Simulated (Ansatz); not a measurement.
**MnSi: single point with PBE**

The system is MnSi.

```
Mn Si
1.0
     3.07218    0.00000    0.00000
     0.00000    3.07218    0.00000
     0.00000    0.00000    3.07218
Mn Si
1 1
Direct
  0.00000 0.00000 0.00000
  0.50000 0.50000 0.50000
```

The cell was built by a generator and needn't be a form met in nature.

```yaml
Program: Ansatz 0.2.0
Task: single point
Functional: PBE
Potentials_or_basis: all-electron LAPW, scalar-relativistic
Cutoff: 207 eV (chosen from the basis error)
Basis_error_allowed: 0.001 eV/atom
k_mesh: 9 × 9 × 9
Occupations: fermi-dirac, width 0.05 eV
Spin: collinear spin, ferromagnetic start
Starting_moments: "[4.0, 0.0] μB"
```

| Quantity | Value |
| --- | --- |
| Pressure | -30.6 GPa |
| Band gap on the k mesh | none (metal or under the smearing width) |
| Net moment | 0.98 μB per cell |
| Absolute moment | 1.26 μB per cell |
| Site moments | Mn +1.12; Si -0.10 μB |
| Loewdin charges | Mn +0.45; Si -0.25 e |

Levels at points of the mesh, in eV from the Fermi level:
Spin up:
```
           k point  band 11  band 12  band 13  band 14  band 15  band 16  band 17  band 18
(0.00, 0.00, 0.00)    -2.27    -0.60    -0.60    -0.60     2.64     2.64     2.64     7.63
```
Spin down:
```tsv
k point	band 9	band 10	band 11	band 12	band 13	band 14	band 15	band 16	band 17	band 18
(0.00, 0.00, 0.00)	-11.52	-1.80	-1.80	0.67	0.67	0.67	2.57	2.57	2.57	7.69
```

Run time: 39 s on 2 threads of Arm Neoverse V2 (shared host), peak memory 0.4 GiB.

Caveat: the atomic charges don't sum to the cell's charge; a pressure of tens of GPa on the cell as given is suspect, and the run, the potentials or the cell itself is likely at fault; the moment fell far below its start of 4 μB, so a state of higher moment may lie lower in energy.
